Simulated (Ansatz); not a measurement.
**Structure relaxation of InO2**

Level of theory: Ansatz 0.2.0, DFT PBE, scalar-relativistic, plane waves, PAW.

InO2 was placed on the cubic Laves (C15) structure type (Fd-3m, No. 227), with In in place of Mg, O in place of Cu, at a guessed volume.

The final relaxation ran on this input, with the default PAW datasets:

```yaml
crystal:
  lattice:
    - [0.0, 3.3963536587, 3.3963536587]
    - [3.3963536587, 0.0, 3.3963536587]
    - [3.3963536587, 3.3963536587, 0.0]
  atoms:
    - { symbol: In, position: [0.0, 0.0, 0.0], spin: 0.12 }
    - { symbol: In, position: [0.25, 0.25, 0.25], spin: 0.12 }
    - { symbol: O, position: [0.625, 0.625, 0.625], spin: 1.4 }
    - { symbol: O, position: [0.125, 0.625, 0.625], spin: 1.4 }
    - { symbol: O, position: [0.625, 0.625, 0.125], spin: 1.4 }
    - { symbol: O, position: [0.625, 0.125, 0.625], spin: 1.4 }
basis:
  ecutwfc: 420
kpoints:
  mp_grid: { grid: [10, 10, 10] }
hamiltonian:
  xc: pbe
scf:
  occupations: { method: gaussian, width: 0.1 }
output:
  forces: true
  stress: true
  eigenvalues: true
  populations: true
magnetization:
  spin_polarized: true
relax:
  adjacent_minimum: "off"
  f_tol: 0.01
  max_steps: 80
  cell: { stress_tol: 0.05 }
```

Launched as:

```bash
ansatz run input.yaml --threads 1 --pin off --max-ram 2560MiB --backend cpu --events-out ev --progress --plain --runs-dir out
```

The run took 110 s on 1 thread of Intel(R) Xeon(R) Platinum 8259CL CPU @ 2.50GHz (Skylake/Cascade Lake), with other jobs on the host, peak memory 0.52 GiB.

End of the output:

```
SCF converged after 5 iterations
Magnetization: 5.5351 μB (27.7675 up, 22.2325 down)
Absolute magnetization: 5.6086 μB (∫|ρ↑−ρ↓|, with the PAW one-centre terms)
Spin contamination: 0.0568 ħ² per cell (⟨S²⟩ above its minimum at these occupations)
Per-site moments (μB) at R_I (Å): [(0.116580, 1.175030), (0.116580, 1.175030), (1.296511, 1.002069), (1.296511, 1.002069), (1.296511, 1.002069), (1.296511, 1.002069)]
Free energy (F): -13451.078621 eV
Harris-Foulkes:  -13451.078621 eV  (|F-HF|=1.09e-11)
Internal energy: -13451.060214 eV  (E = F + TS)
E sigma→0 (E₀):  -13451.069418 eV
Entropy (-TS):   -0.018407 eV (-3.068 meV/atom)
Fermi energy:    7.860197 eV
--- Per-component energies (eV) ---
  E_band       = -72.391866
  E_kinetic    = 1157.028574
  E_local      = -3009.513031  (includes V_loc(G=0)·N_el)
  E_nonlocal   = 931.796533
  E_hartree    = 1076.177388
  E_xc         = -717.637353
  E_vxc        = -563.876413  (∫ρ·V_xc dr)
  E_paw        = -8935.053029  (= ΣΔE_a)
  E_vpaw       = -740.191202  (= ΣTr[D̂ρ^β])
  E_aug_tail   = 0.008891  (compensation charges beyond the density's cutoff)
  E_ewald      = -3953.868187
  E_smearing   = -0.018407  (= −TS)
  E_closure    =  0.000000  (closes the sum)
  Σ components = -13451.078621   (vs F -13451.078621, Δ=0.00e0)
--- Forces (eV/Å), atoms counted from 1 ---
  atom   1  In     0.00000000     0.00000000     0.00000000
  atom   2  In     0.00000000     0.00000000     0.00000000
  atom   3  O      0.00000000     0.00000000     0.00000000
  atom   4  O      0.00000000     0.00000000     0.00000000
  atom   5  O      0.00000000     0.00000000     0.00000000
  atom   6  O      0.00000000     0.00000000     0.00000000
  max |Σ_I F_I| component: 1.48e-16 eV/Å
--- Stress (GPa, compression-positive) ---
        0.024032       0.000000       0.000000
        0.000000       0.024032       0.000000
        0.000000       0.000000       0.024032
  P = ⅓ Tr σ = 0.0240 GPa (0.240 kbar)
  k-point 0 ↑: bands = ["-11.1955", "-9.0872", "-9.0872", "-9.0872", "-6.2634", "-6.2634", "-6.2474", "-6.2474", "-6.2474", "-5.9314", "-5.9314", "-5.9314", "-5.8725", "-5.8725", "2.1737", "2.6469", "3.2997", "3.2997", "3.2997", "4.4730", "4.4730", "6.8418", "6.8418", "6.8418", "7.4632", "7.4632", "7.4632", "10.2325", "10.5491", "10.5491", "10.5491", "16.5675", "16.5675", "16.5675"]
  k-point 1 ↑: bands = ["-11.1606", "-9.1364", "-9.0911", "-9.0911", "-6.2587", "-6.2577", "-6.2577", "-6.2481", "-6.2481", "-5.9350", "-5.9350", "-5.9193", "-5.8669", "-5.8669", "2.2519", "2.3344", "3.3399", "3.3399", "3.6996", "4.4394", "4.4394", "6.7735", "6.7735", "6.8436", "7.3548", "7.4477", "7.4477", "9.2162", "10.6699", "10.6699", "11.7363", "16.3302", "16.5515", "16.5515"]
  k-point 2 ↑: bands = ["-11.0607", "-9.2737", "-9.1014", "-9.1014", "-6.2832", "-6.2832", "-6.2759", "-6.2080", "-6.2080", "-5.9417", "-5.9417", "-5.8994", "-5.8562", "-5.8562", "1.8952", "2.5043", "3.4261", "3.4261", "4.3435", "4.3969", "4.3969", "6.5584", "6.5584", "6.8482", "7.0524", "7.4231", "7.4231", "8.3269", "10.9847", "10.9847", "12.9338", "15.9951", "16.5115", "16.5115"]
  k-point 46 ↓: bands = ["-8.1968", "-8.1968", "-6.9382", "-6.9382", "-6.2648", "-6.2648", "-6.0861", "-6.0861", "-5.9407", "-5.9407", "-5.9018", "-5.9018", "-5.7512", "-5.7512", "2.6881", "2.6881", "5.3717", "5.3717", "6.8916", "6.8916", "7.0211", "7.0211", "8.1181", "8.1181", "8.9981", "8.9981", "9.8189", "9.8189", "11.7835", "11.7835", "15.4792", "15.4792", "17.5891", "17.5891"]
--- Relaxed structure (4 steps of the walk, 4 accepted, 2 SCFs on fresh bases) ---
  F+E_penalty+E_count = -13451.07862147 eV   max|allowed force component| = 2.344e-16 eV/Å   (the final SCF, on the basis selected at the relaxed cell)
  cell:  # Å, volume = 81.0954 Å³
    - [0.000000, 3.435491, 3.435491]
    - [3.435491, 0.000000, 3.435491]
    - [3.435491, 3.435491, 0.000000]
  atoms:
    - { symbol: In, position: [0.000000, 0.000000, 0.000000] }
    - { symbol: In, position: [0.25, 0.25, 0.25] }
    - { symbol: O, position: [0.625, 0.625, 0.625] }
    - { symbol: O, position: [0.125000, 0.625, 0.625] }
    - { symbol: O, position: [0.625, 0.625, 0.125000] }
    - { symbol: O, position: [0.625, 0.125000, 0.625] }
--- Löwdin populations: 6 sites ---
  site symbol q [e]    m [muB]
     0     In     12.3449     0.0862
     1     In     12.3449     0.0862
     2      O      6.2938     1.3457
     3      O      6.2938     1.3457
     4      O      6.2938     1.3457
     5      O      6.2938     1.3457
  spilling = 0.002701 (of n_electrons = 50.000000)
```

Absolute energies hang on the potentials; compare differences alone.

The result has space group Fd-3m (No. 227). Around In lie 12 O at 2.85 Å and 4 In at 2.98 Å; O has 6 O at 2.43 Å and 6 In at 2.85 Å.

Against the elements it lies at 0.75 eV/atom. The zero of energy is the elements' standard structures at the same level (O₂ as a molecule); no fitted shifts are applied.

The k mesh leaves about 4 meV/atom of noise in metals.

Symmetry constrained the relaxation, so the result can be a saddle point.